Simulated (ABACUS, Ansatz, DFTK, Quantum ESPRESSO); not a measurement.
PBE equilibrium volume of 10 crystals in 4 set-ups

The same calculation (PBE, Γ-centred k mesh with a spacing near 0.25 Å⁻¹, Fermi-Dirac smearing of 0.05 eV, no spin-orbit coupling) was run on each cell with:

- A: Quantum ESPRESSO, SSSP 1.3 efficiency PBE, cutoffs 748 to 952 eV
- B: DFTK, PseudoDojo 0.4.1 standard (PBE), cutoffs 980 to 1197 eV
- C: ABACUS, PseudoDojo NC SR 0.4.1 PBE standard, cutoffs 993 to 1211 eV
- D: Ansatz, Ansatz PAW (earlier soft set), cutoff 420 eV

Volumes are energy minima over scaled cells at fixed shape and fractions. Not every cell is the stable form of its formula. Spin polarisation and spin-orbit coupling are off unless named.

```csv
crystal,A (Å³/atom),B (Å³/atom),C (Å³/atom),D (Å³/atom)
LiH (Fm-3m),8.042,8.044,8.042,8.045
"TiB2 (P6/mmm, 3 atoms)",8.557,8.559,8.559,8.561
"SiC (P6_3mc, 4 atoms)",10.529,10.519,10.518,10.516
AlN (F-43m),10.686,10.652,10.652,10.666
TaN (Fm-3m),10.761,10.760,10.760,10.762
GaN (F-43m),11.768,11.775,11.773,11.766
KTaO3 (Pm-3m),13.043,12.974,12.972,13.024
NaF (Fm-3m),13.122,12.974,12.977,12.986
GaP (F-43m),20.876,20.894,20.892,20.871
"Y (P6_3/mmc, 2 atoms)",32.905,32.921,32.927,32.910
```

Against the median of the set-ups for each crystal, the mean absolute deviation is A 0.19, B 0.04, C 0.04, D 0.05 %. The largest single deviation is +1.08 %, for NaF in A. The figures use the values as printed. A median is no reference: set-ups on one family of potentials pull it their way. Meshes of this size aren't converged for metals, which the comparison doesn't need. The functional is the same throughout, so these differences measure potentials, basis sets and numerical settings.

The choice of potential matters more here than the code: B and C, which share a potential family, are almost indistinguishable for every crystal, while the clear splits appear in NaF, KTaO3 and AlN. In NaF, D sides with B and C, leaving A alone at the larger volume. In KTaO3, D lies closer to A, so the majority there doesn't identify an outlier.

A soft lattice amplifies such differences, because a small error in the slope of the energy curve moves the minimum further when the curvature is low. That probably contributes to the NaF shift, whereas stiff TaN and TiB2 hardly move. Compressibility alone doesn't order the rows, however: LiH and Y are soft yet agree closely, and AlN is stiff yet splits visibly. The element-specific description of semicore and compact valence states, or its convergence with cutoff, is therefore a likely further factor. With only one compound containing Na or F, the NaF discrepancy can't be assigned to either element.
